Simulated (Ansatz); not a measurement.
# C: the cost of one run

Computed with Ansatz 0.2.0 (DFT PBE, scalar-relativistic, plane waves, PAW, unless a step's input says otherwise).

### 1 The system as given

It takes space group Cmce (No. 64, orthorhombic). The conventional cell has a = 4.316 Å, b = 4.909 Å, c = 4.305 Å, α = 90.00°, β = 90.00°, γ = 90.00°. Around C (site symmetry 1) lie 4 C at 1.49 to 1.53 Å.

As a file:

```cif
data_structure
_symmetry_space_group_name_H-M 'P 1'
_symmetry_Int_Tables_number 1
_cell_length_a 3.2685
_cell_length_b 3.2685
_cell_length_c 4.3052
_cell_angle_alpha 90.000
_cell_angle_beta 90.000
_cell_angle_gamma 97.354
_cell_volume 45.62
loop_
_atom_site_label
_atom_site_type_symbol
_atom_site_fract_x
_atom_site_fract_y
_atom_site_fract_z
_atom_site_occupancy
C1 C 0.30688 0.03930 0.40952 1
C2 C 0.46070 0.19312 0.09048 1
C3 C 0.03930 0.30688 0.59048 1
C4 C 0.19312 0.46070 0.90952 1
C5 C 0.96070 0.69312 0.40952 1
C6 C 0.69312 0.96070 0.59048 1
C7 C 0.80688 0.53930 0.09048 1
C8 C 0.53930 0.80688 0.90952 1
```

A structure generator made this guess: 4-connected net of one element (Cmce, No. 64). The dimensions are guesses.

### 2 The guess as it stands, on a coarse mesh

Contents of input.yaml:

```yaml
crystal:
  lattice:
    - [2.15822906, -2.45465166, 0.0]
    - [2.15822906, 2.45465166, 0.0]
    - [0.0, 0.0, 4.30517007]
  atoms:
    - { symbol: C, position: [0.3068769, 0.03930053, 0.40952003] }
    - { symbol: C, position: [0.46069947, 0.1931231, 0.09047997] }
    - { symbol: C, position: [0.03930053, 0.3068769, 0.59047997] }
    - { symbol: C, position: [0.1931231, 0.46069947, 0.90952003] }
    - { symbol: C, position: [0.96069947, 0.6931231, 0.40952003] }
    - { symbol: C, position: [0.6931231, 0.96069947, 0.59047997] }
    - { symbol: C, position: [0.8068769, 0.53930053, 0.09047997] }
    - { symbol: C, position: [0.53930053, 0.8068769, 0.90952003] }
basis:
  ecutwfc: 420
kpoints:
  mp_grid: { grid: [6, 6, 4] }
hamiltonian:
  xc: pbe
scf:
  occupations: { method: gaussian, width: 0.1 }
  lower_state_search: "off"
output:
  forces: true
  stress: true
  eigenvalues: true
```

On the command line:

```console
$ ansatz run input.yaml --threads 1 --pin off --max-ram 2560MiB --backend cpu --events-out ev --progress --plain --runs-dir out
```

**Question.** How long does this run take on 1 thread of Arm Neoverse V2, shared host, and how much memory does it need?

About 1.9 s, with a peak of 0.29 GiB.
